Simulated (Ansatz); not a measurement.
**Residual resistivity of an alloy: Mo(100) with 4 layers of random Mo-Cu, 2x2**

Wanted: resistance against the alloy's length, first Mo(100) with 4 layers of random Mo-Cu, 2x2.

Main program and level: Ansatz 0.2.0; Ansatz plane-wave DFT, PBE, PAW files; ballistic transport by layer matching (Landauer), zero bias; PAW set soft_1.

## (1) The starting structure

The cell holds 56 atoms: 48 Mo and 8 Cu. Cell: a = 6.294 Å, b = 6.294 Å, c = 22.029 Å, α = 90.0°, β = 90.0°, γ = 90.0°. It derives from Mo. Regions: lead, 40 atoms (40 Mo); scattering region, 16 atoms (8 Cu and 8 Mo). The structure is stacked along c, and the current runs across the ab planes.

## (2) With 4 alloy layers

In 4 layers a share of 0.5 of the sites is given to Cu at random. The layers about the cell's end stay perfect and serve as the lead. Disorder leaves little or no symmetry, which makes such runs dear. Energies from -0.05 to 0.05 eV in steps of 0.05 eV are too few for the program's thermal sum, so it prints no conductance; for a metal the transmission near the Fermi level serves, at a fraction of the cost.

input.yaml reads:

```yaml
crystal:
  lattice:
    - [6.294, 0.0, 0.0]
    - [0.0, 6.294, 0.0]
    - [0.0, 0.0, 22.029]
  atoms:
    - { symbol: Mo, position: [0.0, 0.0, 0.0357142857] }
    - { symbol: Mo, position: [0.0, 0.5, 0.0357142857] }
    - { symbol: Mo, position: [0.5, 0.0, 0.0357142857] }
    - { symbol: Mo, position: [0.5, 0.5, 0.0357142857] }
    - { symbol: Mo, position: [0.25, 0.25, 0.1071428571] }
    - { symbol: Mo, position: [0.25, 0.75, 0.1071428571] }
    - { symbol: Mo, position: [0.75, 0.25, 0.1071428571] }
    - { symbol: Mo, position: [0.75, 0.75, 0.1071428571] }
    - { symbol: Mo, position: [0.0, 0.0, 0.1785714286] }
    - { symbol: Mo, position: [0.0, 0.5, 0.1785714286] }
    - { symbol: Mo, position: [0.5, 0.0, 0.1785714286] }
    - { symbol: Mo, position: [0.5, 0.5, 0.1785714286] }
    - { symbol: Mo, position: [0.25, 0.25, 0.25] }
    - { symbol: Mo, position: [0.25, 0.75, 0.25] }
    - { symbol: Mo, position: [0.75, 0.25, 0.25] }
    - { symbol: Mo, position: [0.75, 0.75, 0.25] }
    - { symbol: Mo, position: [0.0, 0.0, 0.3214285714] }
    - { symbol: Mo, position: [0.0, 0.5, 0.3214285714] }
    - { symbol: Mo, position: [0.5, 0.0, 0.3214285714] }
    - { symbol: Mo, position: [0.5, 0.5, 0.3214285714] }
    - { symbol: Cu, position: [0.25, 0.25, 0.3928571429] }
    - { symbol: Mo, position: [0.25, 0.75, 0.3928571429] }
    - { symbol: Mo, position: [0.75, 0.25, 0.3928571429] }
    - { symbol: Mo, position: [0.75, 0.75, 0.3928571429] }
    - { symbol: Cu, position: [0.0, 0.0, 0.4642857143] }
    - { symbol: Mo, position: [0.0, 0.5, 0.4642857143] }
    - { symbol: Cu, position: [0.5, 0.0, 0.4642857143] }
    - { symbol: Cu, position: [0.5, 0.5, 0.4642857143] }
    - { symbol: Cu, position: [0.25, 0.25, 0.5357142857] }
    - { symbol: Mo, position: [0.25, 0.75, 0.5357142857] }
    - { symbol: Mo, position: [0.75, 0.25, 0.5357142857] }
    - { symbol: Mo, position: [0.75, 0.75, 0.5357142857] }
    - { symbol: Cu, position: [0.0, 0.0, 0.6071428571] }
    - { symbol: Cu, position: [0.0, 0.5, 0.6071428571] }
    - { symbol: Mo, position: [0.5, 0.0, 0.6071428571] }
    - { symbol: Cu, position: [0.5, 0.5, 0.6071428571] }
    - { symbol: Mo, position: [0.25, 0.25, 0.6785714286] }
    - { symbol: Mo, position: [0.25, 0.75, 0.6785714286] }
    - { symbol: Mo, position: [0.75, 0.25, 0.6785714286] }
    - { symbol: Mo, position: [0.75, 0.75, 0.6785714286] }
    - { symbol: Mo, position: [0.0, 0.0, 0.75] }
    - { symbol: Mo, position: [0.0, 0.5, 0.75] }
    - { symbol: Mo, position: [0.5, 0.0, 0.75] }
    - { symbol: Mo, position: [0.5, 0.5, 0.75] }
    - { symbol: Mo, position: [0.25, 0.25, 0.8214285714] }
    - { symbol: Mo, position: [0.25, 0.75, 0.8214285714] }
    - { symbol: Mo, position: [0.75, 0.25, 0.8214285714] }
    - { symbol: Mo, position: [0.75, 0.75, 0.8214285714] }
    - { symbol: Mo, position: [0.0, 0.0, 0.8928571429] }
    - { symbol: Mo, position: [0.0, 0.5, 0.8928571429] }
    - { symbol: Mo, position: [0.5, 0.0, 0.8928571429] }
    - { symbol: Mo, position: [0.5, 0.5, 0.8928571429] }
    - { symbol: Mo, position: [0.25, 0.25, 0.9642857143] }
    - { symbol: Mo, position: [0.25, 0.75, 0.9642857143] }
    - { symbol: Mo, position: [0.75, 0.25, 0.9642857143] }
    - { symbol: Mo, position: [0.75, 0.75, 0.9642857143] }
kpoints:
  mp_grid: { grid: [4, 4, 1] }
hamiltonian:
  xc: pbe
  pseudopotentials: { kind: paw, azcp: { folder: soft_1 } }
scf:
  occupations: { method: fermi_dirac, width: 0.1 }
output:
  transmission: { leads: [[0, 4]], kmesh: [8, 8], e_range: [-0.05, 0.05], de: 0.05 }
  write_potential: true
  write_density: true
  volumetric_format: npy
```

On the command line:

```bash
ansatz run input.yaml --threads 4 --pin off --max-ram 15360MiB --backend cpu --events-out ev --progress --plain --runs-dir out
```

Numbers of over 12 decimals in the logs are rounded to 6 here.

Log:

```text
Engine: ansatz 0.2.0, aarch64-unknown-linux-gnu
Pseudopotentials: kind: paw
Pseudopotential: Mo, paw, valence charge 14, recommended cutoff 420 eV (normal), soft_1/Mo.paw.azcp
Pseudopotential: Cu, paw, valence charge 19, recommended cutoff 420 eV (normal), soft_1/Cu.paw.azcp
Functional definition: PBE
  parameter kappa = 0.804
  parameter beta = 0.066725
  exchange = pbe_x(kappa = kappa, mu = beta*pi^2/3)
  correlation = pbe_c(beta = beta)
Crystal: 56 atoms, lattice volume = 872.666 Å³
Basis set: ecut = 420 eV, 17109 PW (Γ)
Bands: 495, of which v1, the nominal top of the filled ones, is band 412 counted from 1 (411 counted from 0)
Symmetry: 2 space group operations
Space group: Cm (ITA 8), of the structure as read, at distance tolerance 9.6e-5 Å
k-points: 7 of 16 (time reversal used)
Non-local potential: Mo, projectors of the file, l = 0: 3, l = 1: 2, l = 2: 2, l = 3: 1
Non-local potential: Cu, projectors of the file, l = 0: 3, l = 1: 2, l = 2: 3, l = 3: 1
PAW form: soft (Blöchl's): semilocal exchange-correlation on the pseudo side does not see the compensation charge
PAW one-centre angular grid: Mo, 590 points (default); XC on 64 Gauss nodes
PAW one-centre angular grid: Cu, 590 points (default); XC on 64 Gauss nodes
Initial density: superposition of atomic densities (chi_scale 0.1, normalization cell, long waves of neutral atoms (reshape's long-wave potential 4.16 eV rms, cloud 2.86 Å wide))
Initial wavefunctions: pseudopotential atomic-orbital guess
Functional: x = pbe(κ = 0.804, μ = 0.219515), c = pbe(β = 0.066725)
SCF iter   1: F=—  HF=-290920.980205 eV  |F-HF|=—  |Δ(HF+E_count)|=         —  Δρ=1.14e-1  dr2=1.71e2  ethr=3.10e-3  ⟨swp⟩=5.1  Hψ=10502  notcnv=0
preconditioner: auto → Kerker (q_TF=auto, 2.702 Å⁻¹)  [metal: Δε(μ)=0.026 eV  Ē_g=4.674 eV  σ=0.100 eV  W_gap=0.07  n_scr=294 (ndim 8)  ℏωp=24.4 eV  f_vac=0.000  D(μ)=39.83/eV (n_scr^D=340)]
SCF iter   2: F=—  HF=-290894.342246 eV  |F-HF|=—  |Δ(HF+E_count)|=    2.66e1  Δρ=5.80e-2  dr2=4.68e1  ethr=3.10e-3  ⟨swp⟩=2.0  Hψ=6649  notcnv=0
SCF iter   3: F=—  HF=-290886.610524 eV  |F-HF|=—  |Δ(HF+E_count)|=    7.73e0  Δρ=4.47e-2  dr2=2.37e1  ethr=3.10e-3  ⟨swp⟩=4.9  Hψ=8533  notcnv=0
SCF iter   4: F=—  HF=-290885.232236 eV  |F-HF|=—  |Δ(HF+E_count)|=    1.38e0  Δρ=6.83e-3  dr2=5.49e-1  ethr=2.88e-3  ⟨swp⟩=2.0  Hψ=5147  notcnv=0
SCF iter   5: F=—  HF=-290885.288568 eV  |F-HF|=—  |Δ(HF+E_count)|=   5.63e-2  Δρ=1.98e-3  dr2=2.46e-1  ethr=6.67e-5  ⟨swp⟩=2.1  Hψ=5174  notcnv=0
SCF iter   6: F=—  HF=-290885.285331 eV  |F-HF|=—  |Δ(HF+E_count)|=   3.24e-3  Δρ=1.60e-3  dr2=2.47e-2  ethr=2.99e-5  ⟨swp⟩=1.0  Hψ=3465  notcnv=0
SCF iter   7: F=—  HF=-290885.284043 eV  |F-HF|=—  |Δ(HF+E_count)|=   1.29e-3  Δρ=8.66e-4  dr2=7.78e-3  ethr=3.00e-6  ⟨swp⟩=2.1  Hψ=6308  notcnv=0
SCF iter   8: F=—  HF=-290885.283619 eV  |F-HF|=—  |Δ(HF+E_count)|=   4.24e-4  Δρ=2.91e-4  dr2=4.25e-3  ethr=9.44e-7  ⟨swp⟩=2.0  Hψ=6102  notcnv=0
SCF iter   9: F=—  HF=-290885.283612 eV  |F-HF|=—  |Δ(HF+E_count)|=   6.77e-6  Δρ=1.52e-4  dr2=1.78e-3  ethr=5.16e-7  ⟨swp⟩=1.0  Hψ=3465  notcnv=0
SCF iter  10: F=—  HF=-290885.283601 eV  |F-HF|=—  |Δ(HF+E_count)|=   1.13e-5  Δρ=5.03e-5  dr2=8.18e-5  ethr=2.16e-7  ⟨swp⟩=1.0  Hψ=3465  notcnv=0
SCF iter  11: F=—  HF=-290885.282743 eV  |F-HF|=—  |Δ(HF+E_count)|=   8.58e-4  Δρ=2.02e-5  dr2=4.46e-6  ethr=9.93e-9  ⟨swp⟩=2.0  Hψ=3630  notcnv=0
SCF iter  12: F=—  HF=-290885.282743 eV  |F-HF|=—  |Δ(HF+E_count)|=   3.19e-7  Δρ=5.70e-6  dr2=5.37e-7  ethr=5.41e-10  ⟨swp⟩=2.1  Hψ=6267  notcnv=0
SCF iter  13: F=-290885.282743 eV  HF=-290885.282743 eV  |F-HF|=4.53e-8  |Δ(HF+E_count)|=   2.67e-8  Δρ=1.41e-6  dr2=5.51e-8  ethr=1.21e-11  ⟨swp⟩=6.1  Hψ=7694  notcnv=0
SCF 1 converged in 13 iterations: F = -290885.282743 eV  dr2 = 5.51e-8
  greatest PAW one-centre occupation: 1.000 electrons in one spin orbital (limit 2), on the Cu atom at site 28 (counted from 0), in its partial waves of l = 0
transmission: 90 of 882 steps passed
transmission: 177 of 882 steps passed
[...]
transmission: 882 of 882 steps passed
SCF converged after 13 iterations
Free energy (F): -290885.282743 eV
Harris-Foulkes:  -290885.282743 eV  (|F-HF|=4.53e-8)
Internal energy: -290883.843297 eV  (E = F + TS)
E sigma→0 (E₀):  -290884.563020 eV
Entropy (-TS):   -1.439446 eV (-25.704 meV/atom)
Fermi energy:    19.721592 eV
--- Per-component energies (eV) ---
  E_band       = -5923.605356
  E_kinetic    = 22320.702626
  E_local      = -85251.856071  (includes V_loc(G=0)·N_el)
  E_nonlocal   = 14208.124039
  E_hartree    = 33802.107336
  E_xc         = -8999.740584
  E_vxc        = -11243.561541  (∫ρ·V_xc dr)
  E_paw        = -168666.025650  (= ΣΔE_a)
  E_vpaw       = -13561.255903  (= ΣTr[D̂ρ^β])
  E_aug_tail   = 0.010347  (compensation charges beyond the density's cutoff)
  E_ewald      = -98297.165342
  E_smearing   = -1.439446  (= −TS)
  E_closure    = -0.000000  (closes the sum)
  Σ components = -290885.282743   (vs F -290885.282743, Δ=0.00e0)
--- Band table (eV; the first three rows and the last of 7) ---
  k-point 0: bands = [... 408 lower, 19.7227, 19.7970, 19.8214, 19.9026, 19.9066, 19.9342, 19.9755, 20.0011, ... 79 higher]
  k-point 1: bands = [... 408 lower, 19.6783, 19.6963, 19.7555, 19.7750, 19.7979, 19.8285, 19.8481, 19.8657, ... 79 higher]
  k-point 2: bands = [... 408 lower, 19.5036, 19.5912, 19.6541, 19.6626, 19.7499, 19.8081, 19.9010, 19.9027, ... 79 higher]
  k-point 6: bands = [... 408 lower, 19.2288, 19.4140, 19.4836, 19.5585, 19.6921, 19.8075, 19.8841, 19.9355, ... 79 higher]
--- Transmission ---
  basis      : 349 plane waves across, 42 finite elements along
  points     : 21, standing for a mesh of 8 x 8
  energies   : 3 from -0.050000 to 0.050000 eV about the Fermi level, 0.050000 eV apart; the leads are filled to 0.000000 eV, and channels, transmission and decay are at 0.000000 eV
  crystal 0  : Mo4, at the sites [0, 4], period 1.5735 Å, over 15.73 Å; its Hamiltonian steps by up to 37.3 meV: too much for a lead, lay more layers or, if its atoms are ordered, name the step of that order
    offset         : up to 0.0000 Å between an atom of the period and one for which it stands
    channels       : 6.593750e0 a spin
    conductance    : none, the energies end too early or step too widely for 300 K: set another output.transmission.e_range or a lower de, or, where they end at an eighth of basis.ecutwfc, a higher one
    slowest decay  : 0.0490 /Å at (0.5000, 0.3750)
  junction   : crystal 0 to crystal 0, 0.70 to 21.15 Å
    transmission   : 2.132939e0 a spin
    conductance    : none, the energies end too early or step too widely for 300 K: set another output.transmission.e_range or a lower de, or, where they end at an eighth of basis.ecutwfc, a higher one
```

Elapsed: 9 min, on 4 threads of Arm Neoverse V1, shared host; peak memory 7.8 GiB; 34 min of CPU time.

Numbers from this step:

```yaml
free_energy: -290885.2827 eV
energy_at_zero_smearing: -290884.5630 eV
fermi_energy: 19.72 eV
cell_area: 39.61 Å²
transmission_per_spin_nearest_the_fermi_level: 2.133
open_channels_per_spin_nearest_the_fermi_level: 6.594
step_of_the_lead_s_potential: 37.3 meV
```

Per spin. The transmission, zone mean by energy, zero at the Fermi level:

| energy (eV) | transmission, zone mean |
| --- | --- |
| -0.0500 | 2.23 |
| 0.0000 | 2.13 |
| 0.0500 | 2.06 |

Per spin. The open channels, zone mean, lead by energy, zero at the Fermi level:

| energy (eV) | open channels, zone mean, lead |
| --- | --- |
| -0.0500 | 6.59 |
| 0.0000 | 6.59 |
| 0.0500 | 6.84 |

Transmission over k1 and k2. At 0.0000 eV from the Fermi level.

Ten even steps from '_' (0.00) to '@' (5.56):
```
______::--::____
..__::**@@##..__
::::**@@@@@@##::
..--@@@@@@@@@@--
::::##@@@@@@**::
..__..##@@**::__
______::--::____
____..::..::..__
```
Columns: k1 (b1) from -0.5 to 0.375; rows upwards: k2 (b2) from -0.5 to 0.375.

Open channels over k1 and k2. At 0.0000 eV from the Fermi level.

Values, 8 rows by 8 columns:
```
 0.0  1.0  2.0  5.0  7.0  5.0  2.0  1.0
 4.0  2.0  4.0 11.0 15.0 12.0  4.0  2.0
 4.0  5.0 11.0 14.0 14.0 14.0 12.0  5.0
 4.0  7.0 15.0 14.0 14.0 14.0 15.0  7.0
 4.0  5.0 12.0 14.0 14.0 14.0 11.0  5.0
 4.0  2.0  4.0 12.0 15.0 11.0  4.0  2.0
 0.0  1.0  2.0  5.0  7.0  5.0  2.0  1.0
 0.0  0.0  4.0  4.0  4.0  4.0  4.0  0.0
```
Columns: k1 (b1) from -0.5 to 0.375; rows upwards: k2 (b2) from -0.5 to 0.375.

Over the solved energies the transmission per spin lies between 2.06 and 2.23, out of 6.68 channels of the lead on average (up to 6.84). The log calls the step of a lead's potential too much.

## (3) With 8 alloy layers

In 8 layers a share of 0.5 of the sites is given to Cu at random. A fresh draw is used; the growth of the resistance with length is what counts.

System of this step: Mo(100) with 8 layers of random Mo-Cu, 2x2. The cell holds 72 atoms: 56 Mo and 16 Cu. Its edges and angles: a = 6.294 Å, b = 6.294 Å, c = 28.323 Å, α = 90.0°, β = 90.0°, γ = 90.0°. It derives from Mo. Regions: lead, 40 atoms (40 Mo); scattering region, 32 atoms (16 Mo and 16 Cu). The structure is stacked along c, and the current runs across the ab planes.

input.yaml reads:

```yaml
crystal:
  lattice:
    - [6.294, 0.0, 0.0]
    - [0.0, 6.294, 0.0]
    - [0.0, 0.0, 28.323]
  atoms:
    - { symbol: Mo, position: [0.0, 0.0, 0.0277777778] }
    - { symbol: Mo, position: [0.0, 0.5, 0.0277777778] }
    - { symbol: Mo, position: [0.5, 0.0, 0.0277777778] }
    - { symbol: Mo, position: [0.5, 0.5, 0.0277777778] }
    - { symbol: Mo, position: [0.25, 0.25, 0.0833333333] }
    - { symbol: Mo, position: [0.25, 0.75, 0.0833333333] }
    - { symbol: Mo, position: [0.75, 0.25, 0.0833333333] }
    - { symbol: Mo, position: [0.75, 0.75, 0.0833333333] }
    - { symbol: Mo, position: [0.0, 0.0, 0.1388888889] }
    - { symbol: Mo, position: [0.0, 0.5, 0.1388888889] }
    - { symbol: Mo, position: [0.5, 0.0, 0.1388888889] }
    - { symbol: Mo, position: [0.5, 0.5, 0.1388888889] }
    - { symbol: Mo, position: [0.25, 0.25, 0.1944444444] }
    - { symbol: Mo, position: [0.25, 0.75, 0.1944444444] }
    - { symbol: Mo, position: [0.75, 0.25, 0.1944444444] }
    - { symbol: Mo, position: [0.75, 0.75, 0.1944444444] }
    - { symbol: Mo, position: [0.0, 0.0, 0.25] }
    - { symbol: Mo, position: [0.0, 0.5, 0.25] }
    - { symbol: Mo, position: [0.5, 0.0, 0.25] }
    - { symbol: Mo, position: [0.5, 0.5, 0.25] }
    - { symbol: Mo, position: [0.25, 0.25, 0.3055555556] }
    - { symbol: Mo, position: [0.25, 0.75, 0.3055555556] }
    - { symbol: Mo, position: [0.75, 0.25, 0.3055555556] }
    - { symbol: Cu, position: [0.75, 0.75, 0.3055555556] }
    - { symbol: Cu, position: [0.0, 0.0, 0.3611111111] }
    - { symbol: Mo, position: [0.0, 0.5, 0.3611111111] }
    - { symbol: Cu, position: [0.5, 0.0, 0.3611111111] }
    - { symbol: Mo, position: [0.5, 0.5, 0.3611111111] }
    - { symbol: Cu, position: [0.25, 0.25, 0.4166666667] }
    - { symbol: Cu, position: [0.25, 0.75, 0.4166666667] }
    - { symbol: Mo, position: [0.75, 0.25, 0.4166666667] }
    - { symbol: Cu, position: [0.75, 0.75, 0.4166666667] }
    - { symbol: Mo, position: [0.0, 0.0, 0.4722222222] }
    - { symbol: Mo, position: [0.0, 0.5, 0.4722222222] }
    - { symbol: Mo, position: [0.5, 0.0, 0.4722222222] }
    - { symbol: Cu, position: [0.5, 0.5, 0.4722222222] }
    - { symbol: Cu, position: [0.25, 0.25, 0.5277777778] }
    - { symbol: Cu, position: [0.25, 0.75, 0.5277777778] }
    - { symbol: Cu, position: [0.75, 0.25, 0.5277777778] }
    - { symbol: Cu, position: [0.75, 0.75, 0.5277777778] }
    - { symbol: Mo, position: [0.0, 0.0, 0.5833333333] }
    - { symbol: Mo, position: [0.0, 0.5, 0.5833333333] }
    - { symbol: Cu, position: [0.5, 0.0, 0.5833333333] }
    - { symbol: Cu, position: [0.5, 0.5, 0.5833333333] }
    - { symbol: Cu, position: [0.25, 0.25, 0.6388888889] }
    - { symbol: Mo, position: [0.25, 0.75, 0.6388888889] }
    - { symbol: Mo, position: [0.75, 0.25, 0.6388888889] }
    - { symbol: Mo, position: [0.75, 0.75, 0.6388888889] }
    - { symbol: Mo, position: [0.0, 0.0, 0.6944444444] }
    - { symbol: Mo, position: [0.0, 0.5, 0.6944444444] }
    - { symbol: Cu, position: [0.5, 0.0, 0.6944444444] }
    - { symbol: Cu, position: [0.5, 0.5, 0.6944444444] }
    - { symbol: Mo, position: [0.25, 0.25, 0.75] }
    - { symbol: Mo, position: [0.25, 0.75, 0.75] }
    - { symbol: Mo, position: [0.75, 0.25, 0.75] }
    - { symbol: Mo, position: [0.75, 0.75, 0.75] }
    - { symbol: Mo, position: [0.0, 0.0, 0.8055555556] }
    - { symbol: Mo, position: [0.0, 0.5, 0.8055555556] }
    - { symbol: Mo, position: [0.5, 0.0, 0.8055555556] }
    - { symbol: Mo, position: [0.5, 0.5, 0.8055555556] }
    - { symbol: Mo, position: [0.25, 0.25, 0.8611111111] }
    - { symbol: Mo, position: [0.25, 0.75, 0.8611111111] }
    - { symbol: Mo, position: [0.75, 0.25, 0.8611111111] }
    - { symbol: Mo, position: [0.75, 0.75, 0.8611111111] }
    - { symbol: Mo, position: [0.0, 0.0, 0.9166666667] }
    - { symbol: Mo, position: [0.0, 0.5, 0.9166666667] }
    - { symbol: Mo, position: [0.5, 0.0, 0.9166666667] }
    - { symbol: Mo, position: [0.5, 0.5, 0.9166666667] }
    - { symbol: Mo, position: [0.25, 0.25, 0.9722222222] }
    - { symbol: Mo, position: [0.25, 0.75, 0.9722222222] }
    - { symbol: Mo, position: [0.75, 0.25, 0.9722222222] }
    - { symbol: Mo, position: [0.75, 0.75, 0.9722222222] }
kpoints:
  mp_grid: { grid: [4, 4, 1] }
hamiltonian:
  xc: pbe
  pseudopotentials: { kind: paw, azcp: { folder: soft_1 } }
scf:
  occupations: { method: fermi_dirac, width: 0.1 }
output:
  transmission: { leads: [[0, 4]], kmesh: [8, 8], e_range: [-0.05, 0.05], de: 0.05 }
  write_potential: true
  write_density: true
  volumetric_format: npy
```

Log:

```text
[...]
Crystal: 72 atoms, lattice volume = 1122.000 Å³
Basis set: ecut = 420 eV, 21955 PW (Γ)
Bands: 653, of which v1, the nominal top of the filled ones, is band 544 counted from 1 (543 counted from 0)
Symmetry: 1 space group operations
[...]
k-points: 10 of 16 (time reversal used)
[...]
SCF iter   1: F=—  HF=-383578.608106 eV  |F-HF|=—  |Δ(HF+E_count)|=         —  Δρ=1.25e-1  dr2=7.81e2  ethr=3.10e-3  ⟨swp⟩=5.0  Hψ=19188  notcnv=0
[...]
SCF iter  14: F=-383529.896252 eV  HF=-383529.896252 eV  |F-HF|=3.85e-8  |Δ(HF+E_count)|=   2.38e-8  Δρ=1.57e-6  dr2=3.55e-8  ethr=9.19e-12  ⟨swp⟩=6.4  Hψ=14224  notcnv=0
SCF 1 converged in 14 iterations: F = -383529.896252 eV  dr2 = 3.55e-8
[...]
transmission: 194 of 1904 steps passed
transmission: 382 of 1904 steps passed
[...]
transmission: 1904 of 1904 steps passed
SCF converged after 14 iterations
Free energy (F): -383529.896252 eV
[...]
Internal energy: -383527.986279 eV  (E = F + TS)
E sigma→0 (E₀):  -383528.941265 eV
Entropy (-TS):   -1.909973 eV (-26.527 meV/atom)
Fermi energy:    18.933662 eV
[...]
--- Band table (eV; the first three rows and the last of 10) ---
  k-point 0: bands = [... 540 lower, 18.9486, 18.9818, 19.0237, 19.0840, 19.1124, 19.1288, 19.1796, 19.1830, ... 105 higher]
  k-point 1: bands = [... 540 lower, 18.9036, 18.9155, 18.9330, 18.9608, 18.9869, 19.0149, 19.0305, 19.0550, ... 105 higher]
  k-point 2: bands = [... 540 lower, 18.7972, 18.8484, 18.8942, 18.9055, 18.9423, 18.9822, 19.0205, 19.0561, ... 105 higher]
  k-point 9: bands = [... 540 lower, 18.6736, 18.6865, 18.7279, 18.7485, 18.8295, 18.8483, 18.9167, 19.0579, ... 105 higher]
--- Transmission ---
  basis      : 349 plane waves across, 56 finite elements along
  points     : 34, standing for a mesh of 8 x 8
[...]
channels       : 6.593750e0 a spin
[...]
slowest decay  : 0.0474 /Å at (0.5000, 0.3750)
  junction   : crystal 0 to crystal 0, 0.70 to 27.45 Å
    transmission   : 1.625633e0 a spin
[...]
```

Run time: 22 min. Hardware: 4 threads; peak memory 8.3 GiB.

This step gave:

| Quantity | Value |
| --- | --- |
| free energy | -383529.8963 eV |
| energy at zero smearing | -383528.9413 eV |
| Fermi energy | 18.93 eV |
| transmission per spin nearest the Fermi level | 1.626 |
| step of the lead's potential | 24.4 meV |

Per spin. The transmission, zone mean by energy, zero at the Fermi level:

| energy (eV) | transmission, zone mean |
| --- | --- |
| -0.0500 | 1.67 |
| 0.0000 | 1.63 |
| 0.0500 | 1.62 |

Over the solved energies the transmission per spin lies between 1.62 and 1.67, out of 6.68 channels of the lead on average (up to 6.84).

(Part 1 of 2 ends here.)

[Logs are printed without paths, hosts, clocks, repeated set-up lines and the standing remarks that a program may print on its own settings, such as how far it seeks lower states.]

[Hosts, paths, dates, database ids (printed as entryN), source tags and the programs' standing remarks are cut or masked in the printed files.]
